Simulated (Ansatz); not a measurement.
# TiAl (P-6m2) in Ansatz: further runs, part 2 of 2

Ansatz 0.2.0. The steps go on from the part before.

### 4 Relaxation of cell and atoms, PBEsol, target pressure 20 GPa, at which the enthalpy is minimised

input.yaml reads:

```yaml
crystal:
  lattice:
    - [2.8672622327, 0.0, 0.0]
    - [-1.4336311163, 2.4831219328, 0.0]
    - [0.0, 0.0, 4.678083]
  atoms:
    - { symbol: Ti, position: [0.0, 0.0, 0.0] }
    - { symbol: Al, position: [0.3333333333, 0.6666666667, 0.5] }
hamiltonian:
  xc: pbesol
  pseudopotentials: { kind: paw }
kpoints:
  mp_grid: { grid: [11, 11, 6] }
scf:
  occupations: { method: fermi_dirac, width: 0.05 }
output:
  forces: true
  stress: true
  eigenvalues: true
  write_density: true
  write_potential: true
  elf: true
  volumetric_format: npy
relax:
  f_tol: 0.01
  max_steps: 40
  cell: { stress_tol: 0.05, p_target: 20.0 }
```

Command:

```sh
> ansatz run input.yaml --threads 2 --pin off --max-ram 5632MiB --backend cpu --events-out ev --progress --plain --runs-dir out
```

Run time: 9.8 s. Hardware: 2 threads of Arm Neoverse V1, shared host; peak memory 0.34 GiB.

The run converged. Its results:

* Free energy: -2998.7178 eV
* Relaxed volume: 14.10 Å³/atom
* Relaxed cell: a = 2.702 Å, b = 2.702 Å, c = 4.458 Å, α = 90.00°, β = 90.00°, γ = 120.00°
* Space group after relaxing (to 0.05 Å): P-6m2 (No. 187)
* Energy change on relaxing (the enthalpy is what falls): +114.8 meV/atom
* Ionic steps: 6
* Pressure after relaxing: 20.0 GPa
* Band gap on the k mesh: none (metal or under the smearing width)

The path:
```
step  energy change (eV)  largest force (eV/Å)  volume (Å³)
   1              0.0000                0.0000        33.31
   2              0.1530                0.0000        28.90
   3              0.2444                0.0000        28.07
   4              0.2290                0.0000        28.20
   5              0.2288                0.0000        28.20
   6              0.2295                0.0000        28.20
```

Final structure:
```
Ti Al
1.0
     2.70244    0.00000    0.00000
    -1.35122    2.34038    0.00000
     0.00000    0.00000    4.45814
Ti Al
1 1
Direct
  0.00000 0.00000 0.00000
  0.33333 0.66667 0.50000
```

Levels at points of the mesh, in eV from the Fermi level:
| k point | band 3 | band 4 | band 5 | band 6 | band 7 | band 8 | band 9 | band 10 | band 11 | band 12 |
| --- | --- | --- | --- | --- | --- | --- | --- | --- | --- | --- |
| (0.00, 0.00, 0.00) | -31.70 | -31.70 | -9.78 | -2.53 | -1.98 | 1.48 | 1.48 | 3.40 | 3.40 | 4.62 |
| (0.00, 0.00, -0.50) | -31.70 | -31.70 | -8.73 | -5.65 | -0.66 | 1.49 | 1.49 | 3.30 | 3.30 | 7.20 |

Caveat: the volume moved by over 15 % at a fixed basis, so the end points are rough; the plane-wave basis is chosen anew once the cell has moved, so the energies of steps on either side of that aren't comparable; the PAW data sets come from PBE, with cores solved anew for the run's functional, which leaves a small shift of forces and pressure.

### 5 Relaxation of cell and atoms, PBEsol, target pressure 30 GPa, at which the enthalpy is minimised

Edit input.yaml of step 4 so:

```diff
@@ -19,6 +19,2 @@
   eigenvalues: true
-  write_density: true
-  write_potential: true
-  elf: true
-  volumetric_format: npy
 relax:
@@ -26,2 +22,2 @@
   max_steps: 40
-  cell: { stress_tol: 0.05, p_target: 20.0 }
+  cell: { stress_tol: 0.05, p_target: 30.0 }
```

Potentials or basis: Ansatz PAW.

Command:

```sh
> ansatz run input.yaml --threads 2 --pin off --max-ram 5632MiB --backend cpu --events-out ev --progress --plain --runs-dir out
```

Standard output:

```text
Warning: RAYON_NUM_THREADS=2 ignored (pool sized by the plan → 2); use --threads N
Engine: ansatz 0.2.0, aarch64-unknown-linux-gnu
Pseudopotentials: kind: paw
Pseudopotential: Ti, paw, valence charge 12, recommended cutoff 420 eV (normal), Ti.paw.azcp
Pseudopotential: Al, paw, valence charge 3, recommended cutoff 420 eV (normal), Al.paw.azcp
Functional definition: PBEsol
  exchange = pbesol_x
  correlation = pbesol_c
Crystal: 2 atoms, lattice volume = 33.307 Å³
Basis set: ecut = 420 eV, 663 PW (Γ), exchange–correlation on 40×40×64 points (8 copies of the dense FFT grid, shifted against one another)
Bands: 12, of which v1, the nominal top of the filled ones, is band 8 counted from 1 (7 counted from 0)
Symmetry: 12 space group operations
Space group: P-6m2 (ITA 187), of the structure as read, at distance tolerance 3.2e-5 Å
k-points: 64 of 726 (time reversal used)
Non-local potential: Ti, projectors of the file, l = 0: 3, l = 1: 2, l = 2: 3, l = 3: 1
Non-local potential: Al, projectors of the file, l = 0: 2, l = 1: 2, l = 2: 1
PAW form: soft (Blöchl's): semilocal exchange-correlation on the pseudo side does not see the compensation charge
PAW frozen core: Ti, regenerated for the run's functional, and the local potential with it (the file was generated under x = pbe(κ = 0.804, μ = 0.2195149727645171), c = pbe(β = 0.06672455060314922))
PAW frozen core: Al, regenerated for the run's functional, and the local potential with it (the file was generated under x = pbe(κ = 0.804, μ = 0.2195149727645171), c = pbe(β = 0.06672455060314922))
PAW one-centre angular grid: Ti, 590 points (default); XC on 64 Gauss nodes
PAW one-centre angular grid: Al, 110 points (default); XC on 64 Gauss nodes
Initial density: superposition of atomic densities (neutral atoms: chi_scale 0, normalization atom), corrected by the library's trained network
Initial wavefunctions: pseudopotential atomic-orbital guess
Functional: x = pbesol(κ = 0.804, μ = 0.12345679012345678), c = pbesol(β = 0.046)
SCF iter   1: F=—  HF=-2998.955792 eV  |F-HF|=—  |Δ(HF+E_count)|=         —  Δρ=9.53e-3  dr2=4.40e-2  ethr=1.77e-3  ⟨swp⟩=5.1  Hψ=3936  notcnv=0
preconditioner: auto → none  [metal: Δε(μ)=0.004 eV  Ē_g=5.144 eV  σ=0.050 eV  W_gap=0.02  n_scr=2 (ndim 8)  ℏωp=17.0 eV  f_vac=0.000  D(μ)=2.85/eV (n_scr^D=34)  sad-step TF]
SCF iter   2: F=—  HF=-2998.950958 eV  |F-HF|=—  |Δ(HF+E_count)|=   4.83e-3  Δρ=5.95e-3  dr2=2.10e-2  ethr=2.93e-4  ⟨swp⟩=2.0  Hψ=1537  notcnv=0
SCF iter   3: F=—  HF=-2998.947631 eV  |F-HF|=—  |Δ(HF+E_count)|=   3.33e-3  Δρ=1.16e-3  dr2=1.02e-3  ethr=1.40e-4  ⟨swp⟩=2.0  Hψ=1135  notcnv=0
SCF iter   4: F=—  HF=-2998.947363 eV  |F-HF|=—  |Δ(HF+E_count)|=   2.68e-4  Δρ=2.85e-4  dr2=1.06e-5  ethr=6.79e-6  ⟨swp⟩=2.3  Hψ=1034  notcnv=0
[... 87 lines left out ...]
SCF converged after 6 iterations
Free energy (F): -2998.496303 eV
Harris-Foulkes:  -2998.496303 eV  (|F-HF|=2.27e-12)
Internal energy: -2998.478336 eV  (E = F + TS)
E sigma→0 (E₀):  -2998.487319 eV
Entropy (-TS):   -0.017967 eV (-8.983 meV/atom)
Fermi energy:    13.499478 eV
--- Per-component energies (eV) ---
  E_band       = -121.531069
  E_kinetic    = 305.790485
  E_local      = -1065.395138  (includes V_loc(G=0)·N_el)
  E_nonlocal   = 21.685384
  E_hartree    = 474.342151
  E_xc         = -139.920224
  E_vxc        = -155.632836  (∫ρ·V_xc dr)
  E_paw        = -1479.096537  (= ΣΔE_a)
  E_vpaw       = -176.663323  (= ΣTr[D̂ρ^β])
  E_aug_tail   = 0.000105  (compensation charges beyond the density's cutoff)
  E_ewald      = -1116.043085
  E_core_change = 0.158523  (= ΣΔE_core)
  E_smearing   = -0.017967  (= −TS)
  E_closure    = 0.000000  (closes the sum)
  Σ components = -2998.496303   (vs F -2998.496303, Δ=0.00e0)
--- Forces (eV/Å), atoms counted from 1 ---
  atom   1  Ti    -0.00000000    -0.00000000    -0.00000000
  atom   2  Al    -0.00000000    -0.00000000    -0.00000000
  max |Σ_I F_I| component: 8.56e-17 eV/Å
--- Stress (GPa, compression-positive) ---
       29.984026       0.000000      -0.000000
        0.000000      29.984026      -0.000000
       -0.000000      -0.000000      29.990995
  P = ⅓ Tr σ = 29.9863 GPa (299.863 kbar)
--- Band table (eV; the first three rows and the last of 64) ---
  k-point 0: bands = ["-42.3054", "-18.7977", "-18.0150", "-18.0150", "3.4108", "10.8775", "11.4369", "15.0189", "15.0189", "17.0994", "17.0994", "18.2846"]
  k-point 1: bands = ["-42.3053", "-18.8013", "-18.0150", "-18.0150", "3.6190", "9.7559", "12.1318", "15.0214", "15.0214", "17.0746", "17.0746", "18.8450"]
  k-point 2: bands = ["-42.3050", "-18.8084", "-18.0149", "-18.0149", "4.1404", "8.3947", "12.5803", "15.0265", "15.0265", "17.0257", "17.0257", "20.0636"]
  k-point 63: bands = ["-42.0335", "-18.9684", "-18.7307", "-18.5564", "10.4256", "11.5329", "12.7667", "13.0380", "13.6359", "14.9237", "17.3602", "19.8925"]
--- Relaxed structure (6 steps of the walk, 6 accepted, 1 SCFs on fresh bases) ---
  F+E_penalty+E_count = -2998.49630284 eV   max|allowed force component| = 3.123e-17 eV/Å   (the final SCF, on the basis selected at the relaxed cell)
  cell:  # Å, volume = 26.7662 Å³
    - [2.650563976832059, -2.6685718743265673e-11, 7.220942630450898e-29]
    - [-1.3252819883929188, 2.2954557383058143, -6.211045023470196e-18]
    - [5.227139049741268e-33, -1.1701311865673503e-17, 4.39926085280944]
  atoms:
    - { symbol: Ti, position: [-3.0814879110195774e-33, -3.700743415524894e-17, -6.003843530704178e-35] }
    - { symbol: Al, position: [0.3333333333333333, 0.6666666666666666, 0.5] }
```

Wall time 11 s (2 threads of Arm Neoverse V1, shared host); peak memory 0.33 GiB.

What came out:

- Free energy: -2998.4963 eV
- Relaxed volume: 13.38 Å³/atom
- Relaxed cell: a = 2.651 Å, b = 2.651 Å, c = 4.399 Å, α = 90.00°, β = 90.00°, γ = 120.00°
- Space group after relaxing (to 0.05 Å): P-6m2 (No. 187)
- Energy change on relaxing (the enthalpy is what falls): +225.5 meV/atom
- Ionic steps: 7
- Pressure after relaxing: 30.0 GPa
- Band gap on the k mesh: none (metal or under the smearing width)

Step by step:
| step | energy change (eV) | largest force (eV/Å) | volume (Å³) |
| --- | --- | --- | --- |
| 1 | 0.0000 | 0.0000 | 33.31 |
| 2 | 0.1602 | 0.0000 | 28.82 |
| 3 | 0.5466 | 0.0000 | 26.28 |
| 4 | 0.4442 | 0.0000 | 26.80 |
| 5 | 0.4497 | 0.0000 | 26.77 |
| 6 | 0.4502 | 0.0000 | 26.77 |
| 7 | 0.4510 | 0.0000 | 26.77 |

Final structure:
```
Ti Al
1.0
     2.65056    0.00000    0.00000
    -1.32528    2.29546    0.00000
     0.00000    0.00000    4.39926
Ti Al
1 1
Direct
  0.00000 0.00000 0.00000
  0.33333 0.66667 0.50000
```

Levels at points of the mesh, in eV from the Fermi level:
| k point | band 5 | band 6 | band 7 | band 8 | band 9 | band 10 |
| --- | --- | --- | --- | --- | --- | --- |
| (0.00, 0.00, 0.00) | -10.09 | -2.62 | -2.06 | 1.52 | 1.52 | 3.60 |
| (0.00, 0.00, -0.50) | -9.00 | -5.77 | -0.79 | 1.53 | 1.53 | 3.50 |

Caveat: the volume moved by over 15 % at a fixed basis, so the end points are rough; the plane-wave basis is chosen anew once the cell has moved, so the energies of steps on either side of that aren't comparable; the PAW data sets come from PBE, with cores solved anew for the run's functional, which leaves a small shift of forces and pressure.

### 6 The runs side by side

```tsv
cell	target pressure (GPa)	gap on the mesh (eV)	pressure (GPa)
relaxed to 5 GPa	5	none	5.0
relaxed to 10 GPa	10	none	10.0
relaxed to 20 GPa	20	none	20.0
relaxed to 30 GPa	30	none	30.0
```

Alike in all rows: task relaxation of cell and atoms; level PBEsol; potentials or basis Ansatz PAW; no spin polarisation; k mesh 11 × 11 × 6; cutoff (eV) 420; smearing fermi-dirac 0.05 eV.

Caveats: the plane-wave basis is chosen anew once the cell has moved, so the energies of steps on either side of that aren't comparable; the PAW data sets come from PBE, with cores solved anew for the run's functional, which leaves a small shift of forces and pressure; the volume moved by over 15 % at a fixed basis, so the end points are rough (some runs).

Total energies depend on the potentials used, so only differences within one code and one set of settings carry meaning.
